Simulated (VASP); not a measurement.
# Li (P4/mmm) in VASP: settings compared, part 2 of 2

VASP 6.6.1. Earlier steps stand in the parts before.

## Step 4: Band structure, r2SCAN

The input, INCAR:

```
SYSTEM = Li
PREC = Accurate
ENCUT = 520
EDIFF = 1E-7
ISMEAR = -1
SIGMA = 0.05
LREAL = .False.
LASPH = .True.
NELM = 100
ALGO = Normal
ISIF = 2
LWAVE = .False.
LCHARG = .False.
METAGGA = R2SCAN
LMIXTAU = .True.
NBANDS = 12
```

The input, KPOINTS:

```
Automatic mesh
0
Gamma
  5 5 9
  0 0 0
```

The input, POSCAR:

```
Li
1.0
    5.3344400000      0.0000000000      0.0000000000
    0.0000000000      5.3344400000      0.0000000000
    0.0000000000      0.0000000000      2.8026500000
Li
3
Direct
    0.5000000000      0.0000000000      0.5000000000
    0.0000000000      0.5000000000      0.5000000000
    0.5000000000      0.5000000000      0.5000000000
```

The input, KPOINTS_OPT:

```
path GXMGZRAZ,XR,MA
15
line-mode
reciprocal
 0.0000000000  0.0000000000  0.0000000000  G
 0.0000000000  0.5000000000  0.0000000000  X

 0.0000000000  0.5000000000  0.0000000000  X
 0.5000000000  0.5000000000  0.0000000000  M

 0.5000000000  0.5000000000  0.0000000000  M
 0.0000000000  0.0000000000  0.0000000000  G

 0.0000000000  0.0000000000  0.0000000000  G
 0.0000000000  0.0000000000  0.5000000000  Z

 0.0000000000  0.0000000000  0.5000000000  Z
 0.0000000000  0.5000000000  0.5000000000  R

 0.0000000000  0.5000000000  0.5000000000  R
 0.5000000000  0.5000000000  0.5000000000  A

 0.5000000000  0.5000000000  0.5000000000  A
 0.0000000000  0.0000000000  0.5000000000  Z

 0.0000000000  0.5000000000  0.0000000000  X
 0.0000000000  0.5000000000  0.5000000000  R

 0.5000000000  0.5000000000  0.0000000000  M
 0.5000000000  0.5000000000  0.5000000000  A
```

Potentials or basis: VASP PAW PBE potentials, release 64 (Li_sv).

Started as:

```bash
> cat potpaw_PBE.64/Li_sv/POTCAR > POTCAR
> mpirun -np 1 vasp_std > vasp.out
```

OUTCAR:

```text
SYSTEM = Li
   PREC = Accurate
   ENCUT = 520
   EDIFF = 1E-7
   ISMEAR = -1
   LREAL = .False.
   LASPH = .True.
   NELM = 100
   ISIF = 2
   METAGGA = R2SCAN

 ion  position               nearest neighbor table
   1  0.500  0.000  0.500-
   2  0.000  0.500  0.500-
   3  0.500  0.500  0.500-

  LATTYP: Found a simple tetragonal cell.
 ALAT       =     5.3344400000
 C/A-ratio  =     0.5253878570

  Lattice vectors:

 A1 = (   5.3344400000,   0.0000000000,   0.0000000000)
 A2 = (   0.0000000000,   5.3344400000,   0.0000000000)
 A3 = (   0.0000000000,   0.0000000000,   2.8026500000)

Analysis of symmetry for initial positions (statically):
=====================================================================
 Subroutine PRICEL returns:
 Original cell was already a primitive cell.

 Routine SETGRP: Setting up the symmetry group for a
 simple tetragonal supercell.

 Subroutine GETGRP returns: Found 16 space group operations
 (whereof 16 operations were pure point group operations)
 out of a pool of 16 trial point group operations.

The static configuration has the point symmetry D_4h.

Analysis of symmetry for dynamics (positions and initial velocities):
=====================================================================
 Subroutine PRICEL returns:
 Original cell was already a primitive cell.

 Routine SETGRP: Setting up the symmetry group for a
 simple tetragonal supercell.

 Subroutine GETGRP returns: Found 16 space group operations
 (whereof 16 operations were pure point group operations)
 out of a pool of 16 trial point group operations.

The dynamic configuration has the point symmetry D_4h.

 Subroutine INISYM returns: Found 16 space group operations
 (whereof 16 operations are pure point group operations),
 and found     1 'primitive' translations

----------------------------------------------------------------------------------------

                                     Primitive cell

  volume of cell :      79.7529

  direct lattice vectors                    reciprocal lattice vectors
     5.334440000  0.000000000  0.000000000     0.187461102  0.000000000  0.000000000
     0.000000000  5.334440000  0.000000000     0.000000000  0.187461102  0.000000000
     0.000000000  0.000000000  2.802650000     0.000000000  0.000000000  0.356805167

  length of vectors
     5.334440000  5.334440000  2.802650000     0.187461102  0.187461102  0.356805167

  position of ions in fractional coordinates (direct lattice)
     0.500000000  0.000000000  0.500000000
     0.000000000  0.500000000  0.500000000
     0.500000000  0.500000000  0.500000000

  ion indices of the primitive-cell ions
   primitive index   ion index
                 1           1
                 2           2
                 3           3

----------------------------------------------------------------------------------------

 KPOINTS: Automatic mesh

Automatic generation of k-mesh.
 Grid dimensions read from file:
[... 26 lines left out ...]
  0.400000  0.200000  0.000000      8.000000
  0.400000  0.400000  0.000000      4.000000
[... 16 lines left out ...]
  0.400000  0.200000  0.333333     16.000000
  0.400000  0.400000  0.333333      8.000000
 [... further k-points ...]
   k-points           NKPTS =     30   k-points in BZ     NKDIM =     30   number of bands    NBANDS=     12
   number of dos      NEDOS =    301   number of ions     NIONS =      3
   total plane-waves  NPLWV =  38400
   dimension x,y,z NGX =    40 NGY =   40 NGZ =   24
   dimension x,y,z NGXF=    80 NGYF=   80 NGZF=   48
   ions per type =               3
   NGX,Y,Z   is equivalent  to a cutoff of  12.47, 12.47, 14.24 a.u.
   NGXF,Y,Z  is equivalent  to a cutoff of  24.93, 24.93, 28.47 a.u.
 SYSTEM =  Li
   PREC   = accura    normal or accurate (medium, high low for compatibility)
   ISTART =      0    job   : 0-new  1-cont  2-samecut
   ICHARG =      2    charge: 1-file 2-atom 10-const
   ISPIN  =      1    spin polarized calculation?
   LNONCOLLINEAR =      F non collinear calculations
   LSORBIT =      F    spin-orbit coupling
   LASPH  =      T    aspherical Exc in radial PAW
   ENCUT  =  520.0 eV  38.22 Ry    6.18 a.u.   9.92  9.92  5.21*2*pi/ulx,y,z
   NELM   =    100;   NELMIN=  2; NELMDL= -5     # of ELM steps
   EDIFF  = 0.1E-06   stopping-criterion for ELM
   LREAL  =      F    real-space projection
   EDIFFG = 0.1E-05   stopping-criterion for IOM
   NSW    =      0    number of steps for IOM
   IBRION =     -1    ionic relax: 0-MD 1-quasi-New 2-CG
   NFREE  =      0    steps in history (QN), initial steepest desc. (CG)
   ISIF   =      2    stress and relaxation
   ISYM   =      2    0-nonsym 1-usesym 2-fastsym
   POTIM  = 0.5000    time-step for ionic-motion
   TEBEG  =    0.0;   TEEND  =   0.0 temperature during run
   PSTRESS=    0.0 pullay stress
   NELECT =       9.0000    total number of electrons
   NUPDOWN=      -1.0000    fix difference up-down
   EMIN   =  10.00;   EMAX   =-10.00  energy-range for DOS
   EFERMI =   0.00;   METHOD = LEGACY
   ISMEAR =    -1;   SIGMA  =   0.05  broadening in eV -4-tet -1-fermi 0-gaus
   EFERMI_NEDOS =   21; number of points for ismear=-14 and -15
   IALGO  =     38    algorithm
   IMIX   =      4    mixing-type and parameters
     AMIX     =   0.40;   BMIX     =  1.00
     AMIX_MAG =   1.60;   BMIX_MAG =  1.00
  volume/ion in A,a.u.               =      26.58       179.40
  Fermi-wavevector in a.u.,A,eV,Ry     =   0.791116  1.494992  8.515403  0.625864
  Thomas-Fermi vector in A             =   1.896592
   LORBIT       =      0    0 simple, 1 ext, 2 COOP (PROOUT), +10 PAW based schemes
   METAGGA = R2SCAN    functional components
   LHFCALC =     F    Hartree Fock is set to
   AEXX    =    0.0000 exact exchange contribution
   IVDW    =     0    specifies the selected vdW correction
   LEPSILON=     F    determine dielectric tensor
   LRPA    =     F    only Hartree local field effects (RPA)
 non-spin polarized calculation
  energy-cutoff  :      520.00
  volume of cell :       79.75
 maximum number of plane-waves:      2166
 NGX is ok and might be reduce to    40
   NGX = 19   NGY = 19   NGZ = 11

 number of electron       8.9999993 magnetization

 Free energy of the ion-electron system (eV)
  ---------------------------------------------------
  ext. energy  EPLUGINS =         0.00000000
  ---------------------------------------------------
  free energy    TOTEN  =        -6.18734764 eV

  energy without entropy =       -6.17857444  energy(sigma->0) =       -6.18296104

 E-fermi :  -0.1397     XC(G=0):  -6.6042

 val. band max:       -0.1699616780   @ k =   0.4000   0.2000   0.0000
 cond. band min:      -0.1105758766   @ k =   0.0000   0.0000   0.0000
 fundamental gap:      0.0593858014
 Fermi energy:        -0.1396597285

 k-point     1 :       0.0000    0.0000    0.0000
  band No.  band energies     occupation
      1     -49.0265      2.00000
      2     -49.0250      2.00000
      3     -48.3961      2.00000
      4      -3.4474      2.00000
      5      -0.1106      0.71709
      6      -0.1106      0.71709
      7       2.6515      0.00000
      8       3.2791      0.00000
      9       5.2406      0.00000
     10       5.2406      0.00000
     11       6.8633      0.00000
     12       9.7520      0.00000
[... 331 lines left out ...]
 k-point    24 :       0.4000    0.4000    0.3333
  band No.  band energies     occupation
      1     -49.0140      2.00000
      2     -49.0139      2.00000
      3     -48.3846      2.00000
      4      -0.4474      1.99576
      5       0.6224      0.00000
      6       0.7367      0.00000
      7       2.2953      0.00000
      8       5.3029      0.00000
      9       5.7279      0.00000
     10       5.9917      0.00000
     11       8.3607      0.00000
     12       9.0719      0.00000

 [... further k-points ...]

------------------------ aborting loop because EDIFF is reached ----------------------------------------

  FORCE on cell =-STRESS in cart. coord.  units (eV):
  Direction    XX          YY          ZZ          XY          YZ          ZX
  --------------------------------------------------------------------------------------
  -------------------------------------------------------------------------------------
  Total        0.2432439      0.2432439     -0.0295122      0.0000000      0.0000000      0.0000000
  in kB        4.8865905      4.8865905     -0.5928792      0.0000000      0.0000000      0.0000000
  external PRESSURE =       3.0601006 kB  Pullay stress =       0.0000000 kB

 VOLUME and BASIS-vectors are now :
 -----------------------------------------------------------------------------
  energy-cutoff  :      520.00
  volume of cell :       79.75
      direct lattice vectors                 reciprocal lattice vectors
     5.334440000  0.000000000  0.000000000     0.187461102  0.000000000  0.000000000
     0.000000000  5.334440000  0.000000000     0.000000000  0.187461102  0.000000000
     0.000000000  0.000000000  2.802650000     0.000000000  0.000000000  0.356805167

 POSITION                                       TOTAL-FORCE (eV/Angst)
 -----------------------------------------------------------------------------------
      2.66722      0.00000      1.40132         0.000000      0.000000      0.000000
      0.00000      2.66722      1.40132         0.000000      0.000000      0.000000
      2.66722      2.66722      1.40132         0.000000      0.000000      0.000000
 -----------------------------------------------------------------------------------
    total drift:                                0.000000      0.000000     -0.000000

  FREE ENERGIE OF THE ION-ELECTRON SYSTEM (eV)
  ---------------------------------------------------
  free  energy   TOTEN  =        -6.1873476364 eV

  energy  without entropy=       -6.1785744449  energy(sigma->0) =       -6.18296104
```

It took 3.7 min on 1 thread of AMD EPYC 9R45 (Zen 5), shared host; peak memory 0.17 GiB.

What came out:

```
Free energy             : -6.1873 eV
Band gap along the path : none (metal or under the smearing width)
```

Levels at the corners of the path, in eV from the Fermi level:
```
point  band 1  band 2  band 3  band 4  band 5  band 6  band 7  band 8  band 9
    Γ  -48.89  -48.88  -48.26   -3.31    0.03    0.03    2.79    3.42    5.38
    X  -48.89  -48.89  -48.26   -2.44   -1.96    0.68    2.68    3.73    3.88
    X  -48.89  -48.89  -48.26   -2.44   -1.96    0.68    2.68    3.73    3.88
    M  -48.89  -48.89  -48.26   -1.72   -1.00   -1.00   -0.28    6.42    7.85
    M  -48.89  -48.89  -48.26   -1.72   -1.00   -1.00   -0.28    6.42    7.85
    Γ  -48.89  -48.88  -48.26   -3.31    0.03    0.03    2.79    3.42    5.38
    Γ  -48.89  -48.88  -48.26   -3.31    0.03    0.03    2.79    3.42    5.38
    Z  -48.87  -48.87  -48.24   -0.43    2.43    3.56    4.02    4.02    5.44
    Z  -48.87  -48.87  -48.24   -0.43    2.43    3.56    4.02    4.02    5.44
    R  -48.87  -48.87  -48.24    0.41    1.58    3.05    3.14    4.54    4.97
    R  -48.87  -48.87  -48.24    0.41    1.58    3.05    3.14    4.54    4.97
    A  -48.87  -48.87  -48.24    1.64    1.94    1.94    3.27    4.26    4.26
    A  -48.87  -48.87  -48.24    1.64    1.94    1.94    3.27    4.26    4.26
    Z  -48.87  -48.87  -48.24   -0.43    2.43    3.56    4.02    4.02    5.44
    X  -48.89  -48.89  -48.26   -2.44   -1.96    0.68    2.68    3.73    3.88
    R  -48.87  -48.87  -48.24    0.41    1.58    3.05    3.14    4.54    4.97
    M  -48.89  -48.89  -48.26   -1.72   -1.00   -1.00   -0.28    6.42    7.85
    A  -48.87  -48.87  -48.24    1.64    1.94    1.94    3.27    4.26    4.26
```

Caveat: the cutoff is under 1.25 times the usual one of these potentials, so pressure, stress and relaxed cells hold a basis-set (Pulay) error; the PAW data sets were made with another functional, which shifts forces and pressure a little.
